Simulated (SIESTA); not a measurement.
The system is HfB2.

```
Hf B
1.0
     3.14000    0.00000    0.00000
    -1.57000    2.71932    0.00000
     0.00000    0.00000    3.48000
Hf B
1 2
Direct
  0.00000 0.00000 0.00000
  0.66667 0.33333 0.50000
  0.33333 0.66667 0.50000
```

Base run:

```yaml
Program: SIESTA 5.4.2
Functional: PBE
Potentials_or_basis: PseudoDojo 0.4 standard (PBE files)
Basis: DZP (energy shift 0.003 Ry; two zetas on semicore shells)
Grid_cutoff: 800 Ry
Energy_shift: 0.003 Ry
k_mesh: 10 × 10 × 8
Occupations: fermi-dirac, width 0.05 eV
Spin: no spin polarisation
```

Its results: band gap on the k mesh none (metal or under the smearing width); pressure 2.6 GPa.

Task: The run is repeated on the same cell with these changes: functional from PBE to PBEsol; potentials or basis from PseudoDojo 0.4 standard (PBE files) to PseudoDojo 0.4 standard (PBEsol files). What comes out?

Result: Band gap on the k mesh none (metal or under the smearing width); pressure -2.9 GPa.

Caveats: short orbitals over semicore shells can move pressures by several GPa; spin-orbit coupling is left out, which moves the levels of the heavy elements; the basis of atomic orbitals isn't converged, which shifts pressures, moduli and gaps.
